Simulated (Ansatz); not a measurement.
# KCl: levels along high-symmetry lines

```
K Cl
1.0
     0.00000    3.15610    3.15610
     3.15610    0.00000    3.15610
     3.15610    3.15610    0.00000
K Cl
1 1
Direct
  0.00000 0.00000 0.00000
  0.50000 0.50000 0.50000
```

Atom numbers follow the list: K1, Cl2.

The conventional cell has a = 6.312 Å, b = 6.312 Å, c = 6.312 Å, α = 90.00°, β = 90.00°, γ = 90.00°. K (atom 1) has 6 Cl at 3.16 Å as nearest neighbours. Cl (atom 2) has 6 K at 3.16 Å as nearest neighbours.

The cell is a measured one (Crystallography Open Database entry 9003114); the temperature and pressure of the measurement aren't taken into account, and nothing was relaxed.

These are results of DFT, LDA, all-electron LAPW, scalar-relativistic in Ansatz 0.2.0, not measurements.

The runs use a Γ-centred 7×7×7 k mesh, Fermi–Dirac smearing of 0.03 eV, basis error target 1 meV/atom, no spin polarisation.

Points in fractions of the reciprocal vectors of this cell: Γ (0, 0, 0), X (0.5, 0, 0.5), U (0.625, 0.25, 0.625), K (0.375, 0.375, 0.75), L (0.5, 0.5, 0.5), W (0.5, 0.25, 0.75). The path joins them by straight lines in the order Γ–X–U–K–Γ–L–W–X; legs that retrace an earlier one aren't tabulated. Energies are in eV from the top of the valence band.

**Question.** Is there a gap, and where are the band edges?

**Answer.** 4.71 eV, direct at Γ.

**Question.** List the levels between -8 and 6 eV at the symmetry points.

**Answer.** 
Γ: 0.00 (×3), 4.71
X: -0.69, -0.23 (×2)
U: -0.59, -0.58, -0.30
K: -0.59, -0.58, -0.30
L: -1.11, -0.34 (×2)
W: -0.51, -0.50 (×2)
